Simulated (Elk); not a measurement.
An Elk run on NaH with settings drawn from a wide range, so not all are converged; totals and levels move with the basis, and no second program has checked them. All numbers below come from DFT, TB-mBJ exchange potential with LDA correlation, all-electron APW+lo, Dirac cores, scalar-relativistic bands in Elk 11.2.3 with local patches. Elk's input is in atomic units.

Command: `OMP_NUM_THREADS=1 elk` The run took about 110 s on 1 thread of a shared machine.

```
tasks
  0
  110
  115
  10

xctype
  100 208 12

rgkmax
  6

gmaxvr
  16

lmaxapw
  9

lmaxo
  5

lmaxi
  4

nrmtscf
  2

nempty
  6

epspot
  1e-07

epsengy
  0.0001

maxscl
  100

swidth
  0.004

stype
  3

lradstp
  2

mixtype
  3

hmaxvr
  6

tforce
  .true.

sppath
  './'

avec
  0.00000000000 4.44873422656 4.44873422656
  4.44873422656 0.00000000000 4.44873422656
  4.44873422656 4.44873422656 0.00000000000

atoms
  2
  'Na.in'
  1
  0.000000000000 0.000000000000 0.000000000000   0.000 0.000 0.000
  'H.in'
  1
  0.500000000000 0.500000000000 0.500000000000   0.000 0.000 0.000

ngridk
  10 10 10

wplot
  120 100 1
  -0.55 0.3
```

Muffin-tin radii in the species files: H 1.19, Na 1.87 bohr.

The cell is the one relaxed in the Materials Project (mp-23870), not relaxed further here; entries there can be hypothetical. The listed cell was then made from it by scaling, straining or moving an atom.

INFO.OUT:

```
┌─────────────────────────┐
│ Elk code version 11.2.3 │
└─────────────────────────┘

All units are atomic (Hartree, Bohr, etc.)

┌─────────────────────────────────────────────────┐
│ Ground-state run starting from atomic densities │
└─────────────────────────────────────────────────┘

Lattice vectors :
   0.000000000       4.448734227       4.448734227
   4.448734227       0.000000000       4.448734227
   4.448734227       4.448734227       0.000000000

Reciprocal lattice vectors :
 -0.7061767446      0.7061767446      0.7061767446
  0.7061767446     -0.7061767446      0.7061767446
  0.7061767446      0.7061767446     -0.7061767446

Unit cell volume      :    176.0918999
Brillouin zone volume :    1.408640679

Muffin-tin inner radius fraction :   0.1000000000E-01

Nuclei treated as point charges

Species : 1 (Na)
 parameters loaded from : Na.in
 name : sodium
 nuclear charge    :   -11.00000000
 electronic charge :    11.00000000
 atomic mass :    41907.78703
 muffin-tin radius :    1.870000000
 number of radial points in muffin-tin :    799
 inner part over the whole radius :   0.9798944984E-02
 number on inner part of muffin-tin    :    563
 approximate nuclear radius :   0.5574345702E-04
 number of mesh points to nuclear radius :    267
 atomic positions (lattice), magnetic fields (Cartesian) :
  1 :   0.00000000  0.00000000  0.00000000    0.00000000  0.00000000  0.00000000

Species : 2 (H)
 parameters loaded from : H.in
 name : hydrogen
 nuclear charge    :   -1.000000000
 electronic charge :    1.000000000
 atomic mass :    1837.362221
 muffin-tin radius :    1.190000000
 number of radial points in muffin-tin :    399
 inner part over the whole radius :   0.9660385894E-02
 number on inner part of muffin-tin    :    267
 approximate nuclear radius :   0.2766748019E-04
 number of mesh points to nuclear radius :     95
 atomic positions (lattice), magnetic fields (Cartesian) :
  1 :   0.50000000  0.50000000  0.50000000    0.00000000  0.00000000  0.00000000

Total number of atoms per unit cell :    2
Total muffin-tin volume :    34.45012699
 ratio of muffin-tin to unit cell volume :   0.1956372042

Spin treatment :
 spin-unpolarised

Number of Bravais lattice symmetries :   48
Number of crystal symmetries         :   48
Crystal has inversion symmetry
Real symmetric eigensolver will be used

k-point grid :     10    10    10
k-point offset :    0.000000000       0.000000000       0.000000000
k-point set is reduced with full crystal symmetry group
Total number of k-points :       47

Muffin-tin radius times maximum |G+k| :    6.000000000
 using average radius
Maximum |G+k| for APW functions       :    3.921568627
Maximum (1/2)|G+k|²                   :    7.689350250
Maximum |G| for potential and density :    16.00000000
Constant for pseudocharge density :    7
 order of it for each species :   13  13
 order of it for pair densities of each species (exact exchange by exxq0 0: 13) :   11   4
Radial integration step length :    2

G-vector grid sizes :     35    35    35
Number of G-vectors :    12051

Maximum angular momentum used for
 APW functions            :    9
 outer part of muffin-tin :    5
 inner part of muffin-tin :    4

Total nuclear charge    :   -12.00000000
Total core charge       :    2.000000000
Total valence charge    :    10.00000000
Total excess charge     :    0.000000000
Total electronic charge :    12.00000000

Effective Wigner radius, rₛ :    1.518762416

Number of empty states         :     12
Total number of valence states :     18
Total number of core states    :      2

Third-order local-orbitals added for an l without core states : T
Total number of local-orbitals :     19

Using Libxc version 7.0.0
Exchange-correlation functional :    100   208    12
 mgga_x_tb09; lda_c_pw
 gradient requirement :    6
 meta-GGA
 potential-only functional

Smearing type :    3
 Fermi-Dirac
Smearing width :   0.4000000000E-02
Effective electronic temperature (K) :    1263.100099

Mixing type :    3
 Broyden mixing, J. Phys. A: Math. Gen. 17, L317 (1984)

Kohn-Sham potential initialised from atomic data

┌──────────────────────────────┐
│ Self-consistent loop started │
└──────────────────────────────┘

┌─────────────────┐
│ Loop number : 1 │
└─────────────────┘

Energies :
 Fermi                       :    -0.20425264582464
 sum of occupied eigenvalues :     -96.749904870638
 electron kinetic            :      173.01158219200
 core electron kinetic       :      113.61872136024
 Coulomb                     :     -320.41642745055
 Coulomb potential           :     -231.26433217157
 nuclear-nuclear             :     -32.780520277808
 electron-nuclear            :     -344.64414027819
 Hartree                     :      57.008233105447
 Madelung                    :     -204.78426136476
 xc potential                :     -38.497154891070
 exchange                    :      0.0000000000000
 correlation                 :      0.0000000000000
 electron entropic           :    -0.23167414428418E-10
 total energy                :     -147.40484525857

Density of states at Fermi energy :   0.6568784346E-07
 (states/Hartree/unit cell)

Estimated indirect band gap :   0.1572153088
 from k-point 47 to k-point 6
Estimated direct band gap   :   0.1894498133
 at k-point 31

Charges :
 core                        :    2.000000000
 valence                     :    10.00000000
 interstitial                :    1.343988877
 muffin-tins (core leakage)
  species : 1 (Na)
   atom 1                    :    10.00099579     ( -0.1082262218E-06)
  species : 2 (H)
   atom 1                    :   0.6550153361     (   0.000000000    )
 total in muffin-tins        :    10.65601112
 total calculated charge     :    12.00003273
 total charge                :    12.00000000
 error                       :   0.3272542754E-04

Tran-Blaha '09 constant c :    1.265679643

┌─────────────────┐
│ Loop number : 2 │
└─────────────────┘

Energies :
 Fermi                       :    -0.20191132213106
 sum of occupied eigenvalues :     -96.596090670905
 electron kinetic            :      167.36286770928
 core electron kinetic       :      111.52222468194
 Coulomb                     :     -320.28953665204
 Coulomb potential           :     -231.22958782832
 nuclear-nuclear             :     -32.780520277808
 electron-nuclear            :     -344.42579552381
 Hartree                     :      56.916779149575
 Madelung                    :     -204.67474273788
 xc potential                :     -32.729370551871
 exchange                    :      0.0000000000000
 correlation                 :      0.0000000000000
 electron entropic           :    -0.21346974040889E-10
 total energy                :     -152.92666894278

Density of states at Fermi energy :   0.6022011439E-07
 (states/Hartree/unit cell)

Estimated indirect band gap :   0.1580657984
 from k-point 47 to k-point 6
Estimated direct band gap   :   0.1902130003
 at k-point 31

Charges :
 core                        :    2.000000000
 valence                     :    10.00000000
 interstitial                :    1.344762305
 muffin-tins (core leakage)
  species : 1 (Na)
   atom 1                    :    9.999485369     ( -0.1082262520E-06)
  species : 2 (H)
   atom 1                    :   0.6557523260     (   0.000000000    )
 total in muffin-tins        :    10.65523769
 total calculated charge     :    12.00003308
 total charge                :    12.00000000
 error                       :   0.3307620334E-04

Tran-Blaha '09 constant c :    1.266603418

RMS change in Kohn-Sham potential (target) :    319.8046528     (  0.1000000000E-06)
Absolute change in total energy (target)   :    5.521823684     (  0.1000000000E-03)

[... loops left out ...]

┌──────────────────┐
│ Loop number : 99 │
└──────────────────┘

Energies :
 Fermi                       :     0.63787918125604E-01
 sum of occupied eigenvalues :     -85.158037207673
 electron kinetic            :      164.84941483920
 core electron kinetic       :      114.70919373619
 Coulomb                     :     -312.89346679356
 Coulomb potential           :     -229.45812609095
 nuclear-nuclear             :     -32.780520277808
 electron-nuclear            :     -331.45072442369
 Hartree                     :      51.337777907948
 Madelung                    :     -198.16440374808
 xc potential                :     -20.549325955923
 exchange                    :      0.0000000000000
 correlation                 :      0.0000000000000
 electron entropic           :    -0.94127748942420E-11
 total energy                :     -148.04405195436

Density of states at Fermi energy :   0.2500037806E-07
 (states/Hartree/unit cell)

Estimated indirect band gap :   0.2519039714
 from k-point 47 to k-point 6
Estimated direct band gap   :   0.2719014365
 at k-point 6

Charges :
 core                        :    2.000000000
 valence                     :    10.00000000
 interstitial                :    1.375765306
 muffin-tins (core leakage)
  species : 1 (Na)
   atom 1                    :    9.890056897     ( -0.1082262018E-06)
  species : 2 (H)
   atom 1                    :   0.7341777966     (   0.000000000    )
 total in muffin-tins        :    10.62423469
 total calculated charge     :    12.00005648
 total charge                :    12.00000000
 error                       :   0.5647569078E-04

Tran-Blaha '09 constant c :    1.362844630

RMS change in Kohn-Sham potential (target) :   0.2878153563E-01 (  0.1000000000E-06)
Absolute change in total energy (target)   :   0.1296854180E-08 (  0.1000000000E-03)

┌───────────────────┐
│ Loop number : 100 │
└───────────────────┘

Reached self-consistent loops maximum

Energies :
 Fermi                       :     0.63787917864204E-01
 sum of occupied eigenvalues :     -85.158037210361
 electron kinetic            :      164.84941483706
 core electron kinetic       :      114.70919373266
 Coulomb                     :     -312.89346679034
 Coulomb potential           :     -229.45812608866
 nuclear-nuclear             :     -32.780520277808
 electron-nuclear            :     -331.45072441955
 Hartree                     :      51.337777907016
 Madelung                    :     -198.16440374601
 xc potential                :     -20.549325958762
 exchange                    :      0.0000000000000
 correlation                 :      0.0000000000000
 electron entropic           :    -0.94127748942420E-11
 total energy                :     -148.04405195329

Density of states at Fermi energy :   0.2500037805E-07
 (states/Hartree/unit cell)

Estimated indirect band gap :   0.2519039712
 from k-point 47 to k-point 6
Estimated direct band gap   :   0.2719014363
 at k-point 6

Charges :
 core                        :    2.000000000
 valence                     :    10.00000000
 interstitial                :    1.375765306
 muffin-tins (core leakage)
  species : 1 (Na)
   atom 1                    :    9.890056897     ( -0.1082261778E-06)
  species : 2 (H)
   atom 1                    :   0.7341777963     (   0.000000000    )
 total in muffin-tins        :    10.62423469
 total calculated charge     :    12.00005648
 total charge                :    12.00000000
 error                       :   0.5647569079E-04

Tran-Blaha '09 constant c :    1.362844630

┌──────────────────────────────┐
│ Self-consistent loop stopped │
└──────────────────────────────┘

Warning : forces by one radial function for each l from d on (see nxlo)

Warning : forces or DFT+U at lmaxo under 8 : 5

Wrote STATE.OUT

Warning : forces can be off the total's slope at a low rgkmax or by a GGA

Forces :
 species :    1 (Na)
  atom :    1
   Hellmann-Feynman          :    -0.00000000    0.00000000    0.00000000
   IBS                       :     0.00000000   -0.00000000   -0.00000000
   total force               :    -0.00000000   -0.00000000    0.00000000
   total magnitude           :     0.00000000
 species :    2 (H)
  atom :    1
   Hellmann-Feynman          :    -0.00000000   -0.00000000   -0.00000000
   IBS                       :     0.00000000    0.00000000    0.00000000
   total force               :     0.00000000    0.00000000   -0.00000000
   total magnitude           :     0.00000000
```
